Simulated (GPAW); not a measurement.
Here is a GPAW 26.7.0 calculation.

The input run.py:

```python
from ase import Atoms
from ase.dft.bandgap import bandgap
from ase.io import write
from ase.units import GPa
from gpaw import GPAW, PW, setup_paths

setup_paths.insert(0, '.')

atoms = Atoms(['Sn', 'O', 'O'],
              cell=[[1.6170930752, 0.9336291223, 4.800592584],
                    [-1.6170930752, 0.9336291223, 4.800592584],
                    [0.0, -1.8672582446, 4.800592584]],
              scaled_positions=[[0.5, 0.5, 0.5],
                                [0.76283, 0.76283, 0.76283],
                                [0.23717, 0.23717, 0.23717]],
              pbc=True)

calc = GPAW(mode=PW(800),
            xc='PBEsol',
            kpts={'size': (6, 6, 6), 'gamma': True},
            occupations={'name': 'fermi-dirac', 'width': 0.05},
            nbands=24,
            convergence={'density': 1e-05, 'energy': 1e-05},
            maxiter=150,
            txt='gpaw.txt')
atoms.calc = calc
energy = atoms.get_potential_energy()
forces = atoms.get_forces()
stress = atoms.get_stress()
calc.write('gs.gpw')
write('result.traj', atoms)
print(f'Energy: {energy:.6f} eV')
print('Forces (eV/A):')
print(forces.round(4))
print('Stress (GPa):', (stress / GPa).round(3))
print('Fermi level:', round(calc.get_fermi_level(), 4), 'eV')
print(f'Gap: {bandgap(calc)[0]:.4f} eV, direct: {bandgap(calc, direct=True)[0]:.4f} eV')

path = atoms.cell.bandpath('GLB1,BZGX,QFP1Z,LP', npoints=60, eps=1e-4)
bs_calc = calc.fixed_density(kpts=path, symmetry='off', nbands=36,
                             convergence={'bands': 'CBM+6.0', 'eigenstates': 1e-6}, txt='bands.txt')
bs = bs_calc.band_structure()
bs.write('bs.json')
print(f'Gap on the path: {bandgap(bs_calc)[0]:.4f} eV')
```

Potentials or basis: PAW data sets generated in the run's folder for this functional, pw.

Command:

```console
$ gpaw-setup -f PBEsol O Sn
$ OMP_NUM_THREADS=1 python run.py
```

Q: Estimate the largest force.

A: 0.478 eV/Å.

Q: Predict the pressure.

A: -6.2 GPa.

Q: Estimate the band gap along the path.

A: 1.88 eV, indirect (least direct gap 2.00 eV).

Levels at the corners of the path, in eV from the valence-band top:
```csv
point,band 9,band 10,band 11,band 12,band 13,band 14,band 15
Γ,-1.28,-1.28,-0.89,-0.89,-0.12,1.88,5.57
L,-4.18,-2.96,-1.49,-0.59,-0.56,5.25,7.60
B1,-3.88,-3.52,-2.54,-0.29,-0.28,5.93,9.25
B,-3.88,-3.52,-2.54,-0.29,-0.28,5.93,9.25
Z,-1.34,-1.34,-1.27,-0.84,-0.84,3.14,5.52
Γ,-1.28,-1.28,-0.89,-0.89,-0.12,1.88,5.57
X,-3.73,-3.66,-2.61,-0.29,-0.29,5.96,9.26
Q,-3.73,-3.66,-2.61,-0.29,-0.29,5.96,9.26
F,-4.41,-3.06,-1.15,-0.45,-0.02,4.98,6.79
P1,-4.31,-3.02,-1.19,-0.48,-0.21,5.05,7.04
Z,-1.34,-1.34,-1.27,-0.84,-0.84,3.14,5.52
L,-4.18,-2.96,-1.49,-0.59,-0.56,5.25,7.60
P,-4.31,-3.02,-1.19,-0.48,-0.21,5.05,7.04
```

Caveat: spin-orbit coupling is left out, which moves the levels of the heavy elements; the program warned that so skewed a cell can give wrong results.
